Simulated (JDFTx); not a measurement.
# Ti (Im-3m) in JDFTx: further runs

The runs below take Ti through relaxation of cell and atoms, relaxation of the atoms, with PBEsol.

Program: JDFTx 1.7.0 (patched build). These are calculated values, not measurements. Logs are shortened: lines on timing, memory, paths and dates and some standing lists are left out, and cuts for length are marked. The log counts tension as positive stress, the text compression.

### Step 1. Starting point

The structure is cubic, space group Im-3m (No. 229). Conventional cell: a = 3.282 Å, b = 3.282 Å, c = 3.282 Å, α = 90.00°, β = 90.00°, γ = 90.00°. Around Ti (site symmetry m-3m) lie 8 Ti at 2.84 Å.

This isn't the form of Ti at room conditions, which is hcp.

### Step 2. Relaxation of cell and atoms, PBEsol

Input file Ti.in:

```
lattice Body-Centered Cubic 6.2020811410
coords-type Lattice
ion Ti     0.0000000000     0.0000000000     0.0000000000 1

ion-species pseudo/Ti.upf
elec-cutoff 42
elec-ex-corr gga-PBEsol
kpoint-folding 11 11 11
elec-smearing Fermi 0.0018374661
elec-n-bands 11
electronic-SCF nIterations 100 energyDiffThreshold 1e-10
electronic-minimize nIterations 30 energyDiffThreshold 1e-7
forces-output-coords Cartesian
lattice-minimize nIterations 30 energyDiffThreshold 1e-7

dump-name run.$VAR
dump End Ecomponents EigStats BandEigs Kpoints Forces Stress
```

Potentials or basis: PseudoDojo-SR-PBEsol-0.4.1-standard.

Launch:

```bash
$ jdftx -c 1 -i Ti.in -o Ti.out
```

What it wrote:

```text
*************** JDFTx 1.7.0 (patched build) ***************

Input parsed successfully to the following command list (including defaults):

basis kpoint-dependent
coords-type Lattice
core-overlap-check vector
coulomb-interaction Periodic
davidson-band-ratio 1.1
dump End Forces BandEigs EigStats Ecomponents Stress Kpoints
dump-name run.$VAR
elec-cutoff 42
elec-eigen-algo Davidson
elec-ex-corr gga-PBEsol
elec-n-bands 11 1
elec-smearing Fermi 0.00183747
electronic-minimize  \
	dirUpdateScheme      FletcherReeves \
	linminMethod         DirUpdateRecommended \
	nIterations          30 \
	history              15 \
	knormThreshold       0 \
	maxThreshold         no \
	energyDiffThreshold  1e-07 \
	nEnergyDiff          2 \
	convergeAll          no \
	alphaTstart          1 \
	alphaTmin            1e-10 \
	updateTestStepSize   yes \
	alphaTreduceFactor   0.1 \
	alphaTincreaseFactor 3 \
	nAlphaAdjustMax      3 \
	wolfeEnergy          0.0001 \
	wolfeGradient        0.9 \
	abortOnFailedStep    no \
	fdTest               no
electronic-scf  \
	nIterations	100 \
	energyDiffThreshold	1e-10 \
	residualThreshold	1e-07 \
	mixFraction	0.5 \
	qMetric	0.8 \
	history	10 \
	nEigSteps	2 \
	eigDiffThreshold	1e-08 \
	mixedVariable	Density \
	qKerker	0.8 \
	qKappa	-1 \
	verbose	no \
	mixFractionMag	1.5
exchange-regularization WignerSeitzTruncated
fluid None
fluid-ex-corr lda-TF lda-PZ
fluid-gummel-loop 10 1.000000e-05
fluid-minimize  \
	dirUpdateScheme      PolakRibiere \
	linminMethod         DirUpdateRecommended \
	nIterations          100 \
	history              15 \
	knormThreshold       0 \
	maxThreshold         no \
	energyDiffThreshold  0 \
	nEnergyDiff          2 \
	convergeAll          no \
	alphaTstart          1 \
	alphaTmin            1e-10 \
	updateTestStepSize   yes \
	alphaTreduceFactor   0.1 \
	alphaTincreaseFactor 3 \
	nAlphaAdjustMax      3 \
	wolfeEnergy          0.0001 \
	wolfeGradient        0.9 \
	abortOnFailedStep    no \
	fdTest               no
fluid-solvent H2O 55.338 ScalarEOS \
	epsBulk 78.4 \
	pMol 0.92466 \
	epsInf 1.77 \
	Pvap 1.06736e-10 \
	sigmaBulk 4.62e-05 \
	Rvdw 2.61727 \
	Res 1.42 \
	tauNuc 343133 \
	poleEl 15 7 1
forces-output-coords Cartesian
ion Ti   0.000000000000000   0.000000000000000   0.000000000000000 1
ion-species pseudo/Ti.upf
ion-width 0
ionic-minimize  \
	dirUpdateScheme      L-BFGS \
	linminMethod         DirUpdateRecommended \
	nIterations          0 \
	history              15 \
	knormThreshold       0.0001 \
	maxThreshold         no \
	energyDiffThreshold  1e-06 \
	nEnergyDiff          2 \
	convergeAll          no \
	alphaTstart          1 \
	alphaTmin            1e-10 \
	updateTestStepSize   yes \
	alphaTreduceFactor   0.1 \
	alphaTincreaseFactor 3 \
	nAlphaAdjustMax      3 \
	wolfeEnergy          0.0001 \
	wolfeGradient        0.9 \
	abortOnFailedStep    no \
	fdTest               no
kpoint   0.000000000000   0.000000000000   0.000000000000  1.00000000000000
kpoint-folding 11 11 11
latt-move-scale 1 1 1
latt-scale 1 1 1
lattice Body-Centered Cubic 6.20208
lattice-minimize  \
	dirUpdateScheme      L-BFGS \
	linminMethod         DirUpdateRecommended \
	nIterations          30 \
	history              15 \
	knormThreshold       0 \
	maxThreshold         no \
	energyDiffThreshold  1e-07 \
	nEnergyDiff          2 \
	convergeAll          no \
	alphaTstart          1 \
	alphaTmin            1e-10 \
	updateTestStepSize   yes \
	alphaTreduceFactor   0.1 \
	alphaTincreaseFactor 3 \
	nAlphaAdjustMax      3 \
	wolfeEnergy          0.0001 \
	wolfeGradient        0.9 \
	abortOnFailedStep    no \
	fdTest               no
lcao-params -1 1e-06 0.00183747
pcm-variant GLSSA13
perturb-minimize  \
	nIterations            0 \
	algorithm              MINRES \
	residualTol            0.0001 \
	residualDiffThreshold  0.0001 \
	CGBypass               no \
	recomputeResidual      no
spintype no-spin
subspace-rotation-factor 1 yes
symmetries automatic
symmetry-threshold 0.0001

---------- Setting up symmetries ----------

Found 48 point-group symmetries of the bravais lattice
Found 48 space-group symmetries with basis
Applied RMS atom displacement 0 bohrs to make symmetries exact.

---------- Initializing the Grid ----------
R =
[     -3.10104      3.10104      3.10104  ]
[      3.10104     -3.10104      3.10104  ]
[      3.10104      3.10104     -3.10104  ]
unit cell volume = 119.284
G =
[ -2.74533e-17    1.01308    1.01308  ]
[    1.01308 -2.74533e-17    1.01308  ]
[    1.01308    1.01308 -2.74533e-17  ]
Minimum fftbox size, Smin = [  32  32  32  ]
Chosen fftbox size, S = [  32  32  32  ]

---------- Exchange Correlation functional ----------
Initalized PBEsol GGA exchange.
Initalized PBEsol GGA correlation.

---------- Setting up pseudopotentials ----------
Width of ionic core gaussian charges (only for fluid interactions / plotting) set to 0

Reading pseudopotential file 'pseudo/Ti.upf':
  'Ti' pseudopotential, 'PBESOL' functional
[... 39 lines left out ...]
LCAOMinimize: Converged (|Delta F|<1.000000e-06 for 2 iters).

--------- Lattice Minimization ---------

-------- Electronic minimization -----------
Will mix electronic density at each iteration.
	FillingsUpdate:  mu: +0.519315786  nElectrons: 12.000000
	FillingsUpdate:  mu: +0.496551594  nElectrons: 12.000000
SCF: Cycle:  0   F: -58.259392308135816   dF: -1.857e-02   |Residual|: 1.367e-01   |deigs|: 4.595e-02
	FillingsUpdate:  mu: +0.471431674  nElectrons: 12.000000
SCF: Cycle:  1   F: -58.281408499724400   dF: -2.202e-02   |Residual|: 1.761e-02   |deigs|: 4.416e-02
	FillingsUpdate:  mu: +0.467994770  nElectrons: 12.000000
SCF: Cycle:  2   F: -58.281883543745685   dF: -4.750e-04   |Residual|: 9.384e-03   |deigs|: 5.500e-03
	FillingsUpdate:  mu: +0.469294874  nElectrons: 12.000000
SCF: Cycle:  3   F: -58.281888109770918   dF: -4.566e-06   |Residual|: 5.712e-03   |deigs|: 2.616e-03
	FillingsUpdate:  mu: +0.468631090  nElectrons: 12.000000
SCF: Cycle:  4   F: -58.281919780597136   dF: -3.167e-05   |Residual|: 1.263e-03   |deigs|: 1.183e-03
	FillingsUpdate:  mu: +0.468773425  nElectrons: 12.000000
SCF: Cycle:  5   F: -58.281919785684984   dF: -5.088e-09   |Residual|: 1.284e-03   |deigs|: 2.128e-04
	FillingsUpdate:  mu: +0.468567008  nElectrons: 12.000000
[... 61 lines left out ...]
# Energy components:
   Eewald =      -42.2478846064201576
       EH =       12.2046097433653724
     Eloc =      -44.5332958084049366
      Enl =        0.4400713774059820
      Exc =       -8.6293991032856052
 Exc_core =        1.0143042676359266
       KE =       23.4705019897389526
-------------------------------------
     Etot =      -58.2810921399644712
       TS =        0.0008302638270704
-------------------------------------
        F =      -58.2819224037915404

LatticeMinimize: Iter:   0  F: -58.281922403791540  |grad|_K:  9.499e-03

#--- Lowdin population analysis ---
# oxidation-state Ti +0.125

-------- Electronic minimization -----------
Will mix electronic density at each iteration.
	FillingsUpdate:  mu: +0.468581233  nElectrons: 12.000000
	FillingsUpdate:  mu: +0.470341424  nElectrons: 12.000000
SCF: Cycle:  0   F: -58.282010190468561   dF: -6.177e-06   |Residual|: 4.962e-04   |deigs|: 3.882e-05
	FillingsUpdate:  mu: +0.470438508  nElectrons: 12.000000
SCF: Cycle:  1   F: -58.282010515126736   dF: -3.247e-07   |Residual|: 1.181e-04   |deigs|: 1.611e-04
	FillingsUpdate:  mu: +0.470456154  nElectrons: 12.000000
SCF: Cycle:  2   F: -58.282010530913141   dF: -1.579e-08   |Residual|: 5.977e-05   |deigs|: 2.793e-05
	FillingsUpdate:  mu: +0.470455744  nElectrons: 12.000000
SCF: Cycle:  3   F: -58.282010533306199   dF: -2.393e-09   |Residual|: 1.425e-05   |deigs|: 6.979e-06
	FillingsUpdate:  mu: +0.470456593  nElectrons: 12.000000
SCF: Cycle:  4   F: -58.282010534184565   dF: -8.784e-10   |Residual|: 6.273e-06   |deigs|: 2.473e-05
	FillingsUpdate:  mu: +0.470456446  nElectrons: 12.000000
SCF: Cycle:  5   F: -58.282010534395319   dF: -2.108e-10   |Residual|: 5.573e-06   |deigs|: 1.450e-05
	FillingsUpdate:  mu: +0.470455702  nElectrons: 12.000000
SCF: Cycle:  6   F: -58.282010534438392   dF: -4.307e-11   |Residual|: 4.061e-06   |deigs|: 5.957e-06
	FillingsUpdate:  mu: +0.470456153  nElectrons: 12.000000
SCF: Cycle:  7   F: -58.282010534474523   dF: -3.613e-11   |Residual|: 1.457e-06   |deigs|: 1.921e-05
SCF: Converged (|Delta E|<1.000000e-10 for 2 iters).

Setting wave functions to eigenvectors of Hamiltonian
LatticeMinimize: 	Wolfe criterion not satisfied: alpha: 1  (E-E0)/|gdotd0|: -0.976715  gdotd/gdotd0: 0.952524 (taking cubic step)

-------- Electronic minimization -----------
Will mix electronic density at each iteration.
	FillingsUpdate:  mu: +0.470456153  nElectrons: 12.000000
	FillingsUpdate:  mu: +0.473995798  nElectrons: 12.000000
SCF: Cycle:  0   F: -58.282172543174731   dF: -2.495e-05   |Residual|: 1.027e-03   |deigs|: 3.728e-05
	FillingsUpdate:  mu: +0.474196252  nElectrons: 12.000000
SCF: Cycle:  1   F: -58.282173817884470   dF: -1.275e-06   |Residual|: 2.325e-04   |deigs|: 3.299e-04
	FillingsUpdate:  mu: +0.474227834  nElectrons: 12.000000
SCF: Cycle:  2   F: -58.282173863974968   dF: -4.609e-08   |Residual|: 1.235e-04   |deigs|: 4.801e-05
	FillingsUpdate:  mu: +0.474225906  nElectrons: 12.000000
SCF: Cycle:  3   F: -58.282173870449348   dF: -6.474e-09   |Residual|: 2.761e-05   |deigs|: 2.835e-05
	FillingsUpdate:  mu: +0.474227492  nElectrons: 12.000000
SCF: Cycle:  4   F: -58.282173873256895   dF: -2.808e-09   |Residual|: 1.250e-05   |deigs|: 5.308e-05
	FillingsUpdate:  mu: +0.474228769  nElectrons: 12.000000
SCF: Cycle:  5   F: -58.282173873435141   dF: -1.782e-10   |Residual|: 1.915e-05   |deigs|: 1.167e-05
	FillingsUpdate:  mu: +0.474225783  nElectrons: 12.000000
[... 273 lines left out ...]
# Energy components:
   Eewald =      -43.1927009880000341
       EH =       11.7685683642285710
     Eloc =      -43.2009340054490352
      Enl =        0.4343464664261448
      Exc =       -8.6573126931538162
 Exc_core =        1.0143045375098756
       KE =       23.5516055857444542
-------------------------------------
     Etot =      -58.2821227326938356
       TS =        0.0007113429507958
-------------------------------------
        F =      -58.2828340756446295

LatticeMinimize: Iter:   5  F: -58.282834075644629  |grad|_K:  2.450e-07  alpha:  1.000e+00  linmin: -1.000e+00
LatticeMinimize: Converged (|Delta F|<1.000000e-07 for 2 iters).

#--- Lowdin population analysis ---
# oxidation-state Ti +0.110

Dumping 'run.eigStats' ...
	eMin: -1.556751 at state 0 ( [ +0.000000 +0.000000 +0.000000 ] spin 0 )
	HOMO: +0.505931 at state 34 ( [ +0.090909 -0.454545 -0.363636 ] spin 0 )
	mu  : +0.506759
	LUMO: +0.507544 at state 28 ( [ +0.090909 +0.363636 -0.363636 ] spin 0 )
	eMax: +1.161850 at state 0 ( [ +0.000000 +0.000000 +0.000000 ] spin 0 )
	HOMO-LUMO gap: +0.001613
	Optical gap  : +0.003176 at state 33 ( [ +0.090909 -0.454545 -0.454545 ] spin 0 )
Done!
```

Run time: 73 s. Hardware: 1 thread of Intel Xeon Platinum 8375C at 2.90GHz (Ice Lake), shared host; peak memory 0.08 GiB.

What came out:

* Free energy: -1585.9567 eV
* Relaxed volume: 16.54 Å³/atom
* Relaxed cell: a = 2.780 Å, b = 2.780 Å, c = 2.780 Å, α = 109.47°, β = 109.47°, γ = 109.47°
* Space group after relaxing (to 0.05 Å): Im-3m (No. 229)
* Energy gained by relaxing: 24.8 meV/atom
* Ionic steps: 6
* Pressure after relaxing: 0.0 GPa
* Band gap on the k mesh: none (metal or under the smearing width)

The path:
| step | energy change (eV) | largest force (eV/Å) | pressure (GPa) | volume (Å³) |
| --- | --- | --- | --- | --- |
| 1 | 0.0000 | 0.0000 | -6.66 | 17.68 |
| 2 | -0.0068 | 0.0000 | -5.75 | 17.50 |
| 3 | -0.0248 | 0.0000 | 0.14 | 16.52 |
| 4 | -0.0248 | 0.0000 | 0.01 | 16.54 |
| 5 | -0.0248 | 0.0000 | 0.00 | 16.54 |
| 6 | -0.0248 | 0.0000 | 0.00 | 16.54 |

Final structure:
```
Ti
1.0
    -1.60511    1.60511    1.60511
     1.60511   -1.60511    1.60511
     1.60511    1.60511   -1.60511
Ti
1
Direct
  0.00000 0.00000 0.00000
```

Caveat: the plane waves are those of the starting cell, so after so large a change of volume the result is rough.

### Step 3. Relaxation of the atoms, PBEsol (relaxed cell strained by 0.01 in Voigt component 1)

Input file Ti.in:

```
lattice \
   -3.0635421040     3.0635421040     3.0635421040 \
    3.0332100040    -3.0332100040     3.0332100040 \
    3.0332100040     3.0332100040    -3.0332100040
coords-type Lattice
ion Ti     0.0000000000     0.0000000000     0.0000000000 1

ion-species pseudo/Ti.upf
elec-cutoff 42
elec-ex-corr gga-PBEsol
kpoint-folding 11 11 11
elec-smearing Fermi 0.0018374661
elec-n-bands 11
electronic-SCF nIterations 100 energyDiffThreshold 1e-10
electronic-minimize nIterations 30 energyDiffThreshold 1e-7
forces-output-coords Cartesian
ionic-minimize nIterations 20 energyDiffThreshold 1e-8 knormThreshold 2e-5

dump-name run.$VAR
dump End Ecomponents EigStats BandEigs Kpoints Forces Stress ElecDensity Dtot KEdensity
```

Potentials or basis: PseudoDojo-SR-PBEsol-0.4.1-standard.

Launch:

```bash
$ jdftx -c 1 -i Ti.in -o Ti.out
```

Wall time 37 s (1 thread of Intel Xeon Platinum 8375C at 2.90GHz (Ice Lake), shared host); peak memory 0.12 GiB.

The run converged. Its results:

```yaml
Free_energy: -1585.9563 eV
Pressure_after_relaxing: -1.1 GPa
Band_gap_on_the_k_mesh: none (metal or under the smearing width)
```

Stress tensor (GPa, compression positive):
```
-0.72  0.00  0.00
 0.00 -1.29  0.00
 0.00  0.00 -1.29
```

Final structure:
```
Ti
1.0
    -1.62116    1.60511    1.60511
     1.62116   -1.60511    1.60511
     1.62116    1.60511   -1.60511
Ti
1
Direct
  0.00000 0.00000 0.00000
```

Levels at points of the mesh, in eV from the Fermi level:
| k point | band 2 | band 3 | band 4 | band 5 | band 6 | band 7 | band 8 | band 9 |
| --- | --- | --- | --- | --- | --- | --- | --- | --- |
| (0.00, 0.00, 0.00) | -32.10 | -32.10 | -32.09 | -6.00 | 1.02 | 1.02 | 1.09 | 2.86 |

Caveat: the relaxation stopped at its first step, so nothing moved.

### Step 4. Relaxation of the atoms, PBEsol (relaxed cell strained by -0.01 in Voigt component 1)

Ti.in: that of step 3 with these lines changed.

```diff
@@ -1,3 +1,3 @@
 lattice \
-   -3.0635421040     3.0635421040     3.0635421040 \
+   -3.0028779040     3.0028779040     3.0028779040 \
     3.0332100040    -3.0332100040     3.0332100040 \
```

Launch:

```bash
$ jdftx -c 1 -i Ti.in -o Ti.out
```

Run time: 37 s. Hardware: 1 thread of Intel Xeon Platinum 8375C at 2.90GHz (Ice Lake), shared host; peak memory 0.12 GiB.

The run converged. Its results:

| Property | Result |
| --- | --- |
| Free energy | -1585.9563 eV |
| Pressure after relaxing | 1.2 GPa |
| Band gap on the k mesh | none (metal or under the smearing width) |

Stress tensor (GPa, compression positive):
```
0.74 0.00 0.00
0.00 1.37 0.00
0.00 0.00 1.37
```

Final structure:
```
Ti
1.0
    -1.58906    1.60511    1.60511
     1.58906   -1.60511    1.60511
     1.58906    1.60511   -1.60511
Ti
1
Direct
  0.00000 0.00000 0.00000
```

Levels at points of the mesh, in eV from the Fermi level:
| k point | band 3 | band 4 | band 5 | band 6 | band 7 | band 8 | band 9 |
| --- | --- | --- | --- | --- | --- | --- | --- |
| (0.00, 0.00, 0.00) | -32.02 | -32.02 | -6.04 | 1.01 | 1.09 | 1.09 | 2.93 |

Caveat: the relaxation stopped at its first step, so nothing moved.

### Step 5. Relaxation of the atoms, PBEsol (relaxed cell strained by 0.01 in Voigt component 4)

Ti.in: that of step 4 with these lines changed.

```diff
@@ -1,5 +1,5 @@
 lattice \
-   -3.0028779040     3.0028779040     3.0028779040 \
-    3.0332100040    -3.0332100040     3.0332100040 \
-    3.0332100040     3.0332100040    -3.0332100040
+   -3.0332100040     3.0332100040     3.0332100040 \
+    3.0483760539    -3.0180439541     3.0180439541 \
+    3.0483760539     3.0180439541    -3.0180439541
 coords-type Lattice
```

Launch:

```bash
$ jdftx -c 1 -i Ti.in -o Ti.out
```

It took 81 s on 1 thread of Intel Xeon Platinum 8375C at 2.90GHz (Ice Lake), shared host; peak memory 0.18 GiB.

The run converged. Its results:

| Property | Result |
| --- | --- |
| Free energy | -1585.9564 eV |
| Pressure after relaxing | 0.0 GPa |
| Band gap on the k mesh | none (metal or under the smearing width) |

Stress tensor (GPa, compression positive):
```
-0.01  0.00  0.00
 0.00  0.01 -0.37
 0.00 -0.37  0.01
```

Final structure:
```
Ti
1.0
    -1.60511    1.61313    1.61313
     1.60511   -1.59708    1.59708
     1.60511    1.59708   -1.59708
Ti
1
Direct
  0.00000 0.00000 0.00000
```

Levels at points of the mesh, in eV from the Fermi level:
```
           k point  band 3  band 4  band 5  band 6  band 7  band 8  band 9
(0.00, 0.00, 0.00)  -32.06  -32.05   -6.02    1.00    1.05    1.10    2.94
```

Caveat: the relaxation stopped at its first step, so nothing moved.

### Step 6. Relaxation of the atoms, PBEsol (relaxed cell strained by -0.01 in Voigt component 4)

Ti.in: that of step 5 with these lines changed.

```diff
@@ -2,4 +2,4 @@
    -3.0332100040     3.0332100040     3.0332100040 \
-    3.0483760539    -3.0180439541     3.0180439541 \
-    3.0483760539     3.0180439541    -3.0180439541
+    3.0180439541    -3.0483760539     3.0483760539 \
+    3.0180439541     3.0483760539    -3.0483760539
 coords-type Lattice
```

Potentials or basis: PseudoDojo-SR-PBEsol-0.4.1-standard.

Launch:

```bash
$ jdftx -c 1 -i Ti.in -o Ti.out
```

Run time: 61 s. Hardware: 1 thread of Intel Xeon Platinum 8375C at 2.90GHz (Ice Lake), shared host; peak memory 0.18 GiB.

It converged, with:

| Quantity | Value |
| --- | --- |
| Free energy | -1585.9564 eV |
| Pressure after relaxing | 0.0 GPa |
| Band gap on the k mesh | none (metal or under the smearing width) |

Stress tensor (GPa, compression positive):
```
-0.01  0.00  0.00
 0.00  0.01  0.37
 0.00  0.37  0.01
```

Final structure:
```
CELL_PARAMETERS angstrom
-1.60511 1.59708 1.59708
1.60511 -1.61313 1.61313
1.60511 1.61313 -1.61313
ATOMIC_POSITIONS crystal
Ti 0.00000 0.00000 0.00000
```

Levels at points of the mesh, in eV from the Fermi level:
| k point | band 2 | band 3 | band 4 | band 5 | band 6 | band 7 | band 8 | band 9 |
| --- | --- | --- | --- | --- | --- | --- | --- | --- |
| (0.00, 0.00, 0.00) | -32.07 | -32.06 | -32.05 | -6.02 | 1.00 | 1.05 | 1.10 | 2.94 |

Caveat: the relaxation stopped at its first step, so nothing moved.

### Step 7. Summary

| task | cell | gap on the mesh (eV) | pressure (GPa) |
| --- | --- | --- | --- |
| relaxation of cell and atoms | relaxed | none | 0.0 |
| relaxation of the atoms | atoms relaxed from: relaxed cell strained by 0.01 in Voigt component 1 | none | -1.1 |
| relaxation of the atoms | atoms relaxed from: relaxed cell strained by -0.01 in Voigt component 1 | none | 1.2 |
| relaxation of the atoms | atoms relaxed from: relaxed cell strained by 0.01 in Voigt component 4 | none | 0.0 |
| relaxation of the atoms | atoms relaxed from: relaxed cell strained by -0.01 in Voigt component 4 | none | 0.0 |

Alike in all rows: level PBEsol; potentials or basis PseudoDojo-SR-PBEsol-0.4.1-standard; no spin polarisation; k mesh 11 × 11 × 11; cutoff (eV) 1143; smearing fermi-dirac 0.05 eV.

Caveats: the relaxation stopped at its first step, so nothing moved (some runs); the plane waves are those of the starting cell, so after so large a change of volume the result is rough (some runs).

Absolute energies hang on the potentials; compare differences alone.
